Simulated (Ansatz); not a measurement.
A run of Ansatz 0.2.0:

File input.yaml:

```yaml
crystal:
  lattice:
    - [4.613777, 0.0, 0.0]
    - [0.0, 9.563279, 0.0]
    - [0.0, 0.0, 3.119862]
  atoms:
    - { symbol: Al, position: [0.982975, 0.824573, 0.0] }
    - { symbol: Al, position: [0.017025, 0.175427, 0.0] }
    - { symbol: Al, position: [0.482975, 0.675427, 0.5] }
    - { symbol: Al, position: [0.517025, 0.324573, 0.5] }
    - { symbol: O, position: [0.5, 0.5, 0.5] }
    - { symbol: O, position: [0.123635, 0.75305, 0.5] }
    - { symbol: O, position: [0.376365, 0.25305, 0.0] }
    - { symbol: O, position: [0.623635, 0.74695, 0.0] }
    - { symbol: O, position: [0.0, 0.0, 0.0] }
    - { symbol: O, position: [0.876365, 0.24695, 0.5] }
hamiltonian:
  xc: pbe
  pseudopotentials: { kind: paw }
kpoints:
  mp_grid: { grid: [6, 3, 9] }
scf:
  occupations: { method: fermi_dirac, width: 0.05 }
basis:
  ecutwfc: "250 eV"
output:
  forces: true
  stress: true
  eigenvalues: true
  write_density: true
  write_potential: true
  elf: true
  volumetric_format: npy
```

Potentials or basis: Ansatz PAW.

The run is started by

```console
$ ansatz run input.yaml --threads 4 --pin off --max-ram 11264MiB --backend cpu --events-out ev --progress --plain --runs-dir out
```

Hardware: 4 threads of Arm Neoverse V1, with other jobs on the host.

Q: How long does it take, and how much memory?

A: It took 2.3 s on 4 threads of Arm Neoverse V1, on a shared host, peak memory 0.39 GiB. Counts: scf iterations 8, plane waves 1199, k points 40, bands 34.
